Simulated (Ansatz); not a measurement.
A run of Ansatz 0.2.0 is set up as follows.

The input input.yaml:

```yaml
crystal:
  lattice:
    - [3.076, 0.0, 0.0]
    - [-1.538, 2.663894142, 0.0]
    - [0.0, 0.0, 5.048]
  atoms:
    - { symbol: Si, position: [0.6666666667, 0.3333333333, 0.5] }
    - { symbol: Si, position: [0.3333333333, 0.6666666667, 0.0] }
    - { symbol: C, position: [0.6666666667, 0.3333333333, 0.885] }
    - { symbol: C, position: [0.3333333333, 0.6666666667, 0.385] }
hamiltonian:
  xc: pbe
  pseudopotentials: { kind: paw }
kpoints:
  mp_grid: { grid: [10, 10, 5] }
scf:
  occupations: { method: gaussian, width: 0.021 }
output:
  forces: true
  stress: true
  eigenvalues: true
  write_density: true
  write_potential: true
  elf: true
  volumetric_format: npy
```

Potentials or basis: Ansatz PAW.

Launch:

```bash
$ ansatz run input.yaml --threads 2 --pin off --max-ram 5632MiB --backend cpu --events-out ev --progress --plain --runs-dir out
```

Q: What does it give for the largest force?

A: 0.753 eV/Å.

Q: What does it give for the band gap on the k mesh?

A: 2.48 eV, indirect (least direct gap 4.08 eV).

Q: Predict the pressure.

A: 3.7 GPa.

Stress tensor (GPa, compression positive):
```
5.32 0.00 0.00
0.00 5.32 0.00
0.00 0.00 0.45
```

Caveat: odd divisions of the mesh miss points on the zone boundary, where band edges often lie, so the gap on the mesh can be too wide. PBE gaps usually lie below the measured ones, often by a third to a half.
